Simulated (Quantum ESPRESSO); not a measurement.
The system is SnSe.

```
Sn Se
1.0
     0.00000    3.01000    3.01000
     3.01000    0.00000    3.01000
     3.01000    3.01000    0.00000
Sn Se
1 1
Cartesian
  0.0000 0.0000 0.0000
  3.0100 3.0100 3.0100
```

Measurements of this composition are mostly on another form, of space group No. 62.

Base run:

```yaml
Program: Quantum ESPRESSO 7.5
Functional: LDA
Potentials_or_basis: GBRV 1.5 LDA
Cutoff: 925 eV
Density_cutoff: 7401 eV
k_mesh: 6 × 6 × 6, shifted
Occupations: fermi-dirac, width 0.05 eV
Spin: no spin polarisation
```

Its results: pressure -3.3 GPa.

Problem. After a change of settings the same cell gave: pressure -6.0 GPa. Which change was it?
A. functional from LDA to PBEsol; potentials or basis from GBRV 1.5 LDA to GBRV 1.5 PBEsol
B. k mesh from 6 × 6 × 6, shifted to 2 × 2 × 2, shifted
C. functional from LDA to AM05; potentials or basis from GBRV 1.5 LDA to GBRV 1.5 PBE
D. k mesh from 6 × 6 × 6, shifted to 8 × 8 × 8, shifted

Solution. B.

Caveats: some runs use coarse meshes; the cell is more than 3 GPa from zero pressure, which shifts response properties.
